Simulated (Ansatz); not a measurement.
**C (bcc type): a single-point run**

Wanted: a converged single-point run for C (bcc type), and a check of what comes out.

Method: DFT, PBE, PAW with Ansatz's default frozen-core files, scalar-relativistic, in Ansatz 0.2.0.

## (1) The structure to begin with

The structure is tetragonal, space group I4/mmm (No. 139). The conventional cell has a = 2.386 Å, b = 2.386 Å, c = 2.333 Å, α = 90.00°, β = 90.00°, γ = 90.00°. C (site symmetry 4/mmm) is surrounded by 14 C at 2.05 to 2.39 Å.

Coordinates:

```cif
data_structure
_symmetry_space_group_name_H-M 'P 1'
_symmetry_Int_Tables_number 1
_cell_length_a 2.0511
_cell_length_b 2.0511
_cell_length_c 2.0511
_cell_angle_alpha 108.865
_cell_angle_beta 108.865
_cell_angle_gamma 110.691
_cell_volume 6.64
loop_
_atom_site_label
_atom_site_type_symbol
_atom_site_fract_x
_atom_site_fract_y
_atom_site_fract_z
_atom_site_occupancy
C1 C 0.00000 0.00000 0.00000 1
```

## (2) The run

Input file input.yaml:

```yaml
crystal:
  lattice:
    - [-1.1930522556, 1.1930522556, 1.1663094968]
    - [1.1930522556, -1.1930522556, 1.1663094968]
    - [1.1930522556, 1.1930522556, -1.1663094968]
  atoms:
    - { symbol: C, position: [0.0, 0.0, 0.0] }
kpoints:
  mp_grid: { grid: [16, 16, 16] }
scf:
  occupations: { method: fermi_dirac, width: 0.03 }
  convergence: { dr2_threshold: 1.0e-20 }
  max_iter: 50
hamiltonian:
  xc: pbe
  pseudopotentials: { kind: paw }
output:
  forces: true
  stress: true
  eigenvalues: true
  efg: { contact_densities: true }
```

Run with:

```
> ansatz run input.yaml --threads 1 --pin off --max-ram 2048MiB --backend cpu --events-out ev --progress --plain --runs-dir out
```

What happens when this is run?

This run ends as converged. That alone doesn't make the input a sound one.

In the input, scf.convergence.dr2_threshold is 1.0e-20. What could go wrong: threshold needlessly tight. Once met, so tight a threshold does no harm; it costs cycles.

Run again and compare: delete scf.convergence.dr2_threshold (the default then holds).
